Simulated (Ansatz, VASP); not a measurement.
# One calculation of SnSe, two programs

The input INCAR:

```
SYSTEM = SnSe
  PREC = Accurate
  ENCUT = 520
  EDIFF = 1E-7
  ISMEAR = 0
  SIGMA = 0.01
  LREAL = .False.
  LASPH = .True.
  NELM = 60
  ALGO = Normal
  ISIF = 2
  LWAVE = .False.
  LCHARG = .False.
  GGA = CA
  NBANDS = 28
```

KPOINTS

```
regular mesh
0
Gamma
  4 4 2
  0 0 0
```

File POSCAR:

```
SnSe
1.0
    4.2853300000      0.0000000000      0.0000000000
    0.0000000000      4.2853300000      0.0000000000
    0.0000000000      0.0000000000     10.9906900000
Sn Se
2 2
Direct
    0.5000000000      0.0000000000      0.3722300000
    0.0000000000      0.5000000000      0.6277700000
    0.5000000000      0.0000000000      0.6160400000
    0.0000000000      0.5000000000      0.3839600000
```

Input for Ansatz:

```yaml
crystal:
  lattice:
    - [4.28533, 0.0, 0.0]
    - [0.0, 4.28533, 0.0]
    - [0.0, 0.0, 10.99069]
  atoms:
    - { symbol: Sn, position: [0.5, 0.0, 0.37223] }
    - { symbol: Sn, position: [0.0, 0.5, 0.62777] }
    - { symbol: Se, position: [0.5, 0.0, 0.61604] }
    - { symbol: Se, position: [0.0, 0.5, 0.38396] }
basis:
  ecutwfc: 450.0
kpoints:
  mp_grid:
    grid: [4, 4, 2]
    shift: [0.0, 0.0, 0.0]
  band_path:
    path:
      - [0.0, 0.0, 0.0]
      - [0.0, 0.5, 0.0]
      - [0.5, 0.5, 0.0]
      - [0.0, 0.0, 0.0]
      - [0.0, 0.0, 0.5]
      - [0.0, 0.5, 0.5]
      - [0.5, 0.5, 0.5]
      - [0.0, 0.0, 0.5]
    npoints: 4
hamiltonian:
  xc: lda
scf:
  n_extra_bands: 10
  occupations:
    method: fixed
```

Alike in both runs: task single point; functional LDA; k mesh 4 × 4 × 2; no spin polarisation.

|  | VASP | Ansatz |
| --- | --- | --- |
| version | VASP 6.6.1 | Ansatz 0.2.0 |
| potentials or method | VASP PAW LDA potentials, release 64 (Sn_d, Se) | plane waves, PAW |
| plane-wave cutoff (eV) | 520 | 450 |
| occupations | gaussian, width 0.01 eV | fixed |
| valence electrons in the cell | 40 | 60 |

```csv
,VASP,Ansatz,Ansatz less VASP
gap on the k mesh at the Fermi level (eV),1.58,1.60,+0.015
```

The two sets of potentials don't hold the same shells in valence.

Caveats: spin-orbit coupling is left out, which moves the levels of the heavy elements.
